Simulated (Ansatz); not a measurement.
# Ge: relaxation of cell and atoms with BLYP+D4

The system is Ge.

```
Ge
1.0
     0.00000    2.82891    2.82891
     2.82891    0.00000    2.82891
     2.82891    2.82891    0.00000
Ge
2
Cartesian
  4.2434 4.2434 4.2434
  2.8289 2.8289 2.8289
```

| Quantity | Value |
| --- | --- |
| Program | Ansatz 0.2.0 |
| Task | relaxation of cell and atoms |
| Functional | BLYP |
| Dispersion | D4 |
| Potentials or basis | Ansatz PAW |
| Cutoff | 420 eV (not typed: the program's choice for these potentials) |
| k mesh | 8 × 8 × 8 |
| Occupations | fermi-dirac, width 0.05 eV |
| Spin | no spin polarisation |

The relaxed volume is 23.60 Å³/atom and the relaxed cell is a = 4.057 Å, b = 4.057 Å, c = 4.057 Å, α = 60.00°, β = 60.00°, γ = 60.00°. The space group after relaxing (to 0.05 Å) is Fd-3m (No. 227), the energy gained by relaxing is 7.7 meV/atom and the ionic steps are 5. The pressure after relaxing is 0.0 GPa.

Step by step:
```tsv
step	energy change (eV)	largest force (eV/Å)	volume (Å³)
1	0.0000	0.0000	45.28
2	-0.0144	0.0000	46.73
3	-0.0152	0.0000	47.17
4	-0.0152	0.0000	47.21
5	-0.0155	0.0000	47.21
```

Final structure:
```
Ge
1.0
     0.00000    2.86856    2.86856
     2.86856    0.00000    2.86856
     2.86856    2.86856    0.00000
Ge
2
Direct
  0.75000 0.75000 0.75000
  0.50000 0.50000 0.50000
```

Run time: 13 s on 2 threads of Intel(R) Xeon(R) Processor @ 2.50GHz (Skylake/Cascade Lake), on a shared host, peak memory 0.35 GiB.

The cell as given is a measured one (22.64 Å³/atom); BLYP+D4 puts the equilibrium volume +4.3 % from it, thermal expansion not counted.

Caveat: the plane-wave basis is chosen anew once the cell has moved, so the energies of steps on either side of that aren't comparable; the PAW data sets come from PBE, with cores solved anew for the run's functional, which leaves a small shift of forces and pressure.
